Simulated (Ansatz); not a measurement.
What a trial cell of Y relaxes into

The calculation used Ansatz 0.2.0, DFT PBE, scalar-relativistic, plane waves, PAW. Cutoff 420 eV, Γ-centred k mesh, Gaussian smearing, no spin polarisation in the final step.

Y was placed on the sites of a reported S cell (R-3, No. 148), at a guessed volume.

```
Y
1.0
     6.14342    3.54691    1.60728
    -6.14342    3.54691    1.60728
     0.00000   -7.09381    1.60728
Y
6
Direct
  0.58450 0.35100 0.24650
  0.24650 0.58450 0.35100
  0.35100 0.24650 0.58450
  0.41550 0.64900 0.75350
  0.75350 0.41550 0.64900
  0.64900 0.75350 0.41550
```

Cell and atoms relax at zero pressure; the relaxation can't lower the symmetry of the start. After a coarse first stage the cell is made exact in the group found at 0.06 Å.

Energies count from the standard state of Y at the same level.

Task: Which crystal results?

Result: It ends in R-3c (No. 167). Conventional cell: a = 10.715 Å, c = 5.933 Å. Y is coordinated by 10 Y at 3.36–3.58 Å.

```xyz
6
Lattice="5.3573 3.0930 1.9778 -5.3573 3.0930 1.9778 0.0000 -6.1861 1.9778" Properties=species:S:1:pos:R:3 pbc="T T T"
Y     1.0027    1.7368    1.4833
Y    -2.0054    0.0000    1.4833
Y     1.0027   -1.7368    1.4833
Y    -1.0027   -1.7368    4.4499
Y     2.0054    0.0000    4.4499
Y    -1.0027    1.7368    4.4499
```

Task: What are its volume, energy, density and gap?

Result: The volume per atom is 32.77 Å³, the density is 4.50 g/cm³ and the energy over the standard structure is 0.14 eV/atom. The gap on the 9×9×9 mesh is 0 eV (a metal).

The final run used a 9×9×9 mesh on its 6-atom cell and 0.10 eV smearing. For metals, differences of a few meV/atom aren't resolved. Symmetry constrained the relaxation, so the result can be a saddle point. The steps took roughly 5 core-minutes in all.